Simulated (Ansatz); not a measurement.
## Sn in Ansatz: convergence with k mesh

The system is Sn.

```xyz
1
Lattice="-1.8911 1.8978 1.8732 1.8971 -1.9215 1.9029 1.8832 1.9136 -1.8969" Properties=species:S:1:pos:R:3 pbc="T T T"
Sn    0.0000    0.0000    0.0000
```

This isn't the form of Sn at room conditions, which is tetragonal (white tin).

```yaml
Program: Ansatz 0.2.0
Task: convergence study
Functional: LDA
Potentials_or_basis: JTH PAW
Cutoff: "6600 eV (not typed: the program's choice for these potentials)"
k_mesh: 3 × 3 × 3
Occupations: gaussian, width 0.05 eV
Spin: no spin polarisation
```

These are the settings of the first run; the series varies k mesh, with any setting tied to it.

Hardware: 2 threads of Arm Neoverse V1, on a shared host.

```
   k mesh  energy less the tightest run, at zero smearing (meV/atom)  pressure (GPa)  SCF cycles  CPU time (s)  peak memory (GiB)
3 × 3 × 3                                                      -9.61           -5.20           6            12               0.97
4 × 4 × 4                                                     124.57           -3.46           6            26                1.3
5 × 5 × 5                                                     221.89            0.94           6            44                1.6
6 × 6 × 6                                                     -22.64           -3.41           6            85                2.3
7 × 7 × 7                                                     -23.59           -3.01           6           120                3.1
9 × 9 × 9                                                       0.00           -3.59           6           280                5.2
```

Not settled before the last step: the energy (to 1 meV/atom), the pressure (to 0.1 GPa). Meshes of other sizes hit other points, so gaps and Fermi surfaces needn't settle smoothly. The tightest run that finished is the yardstick and may itself not be fully converged.
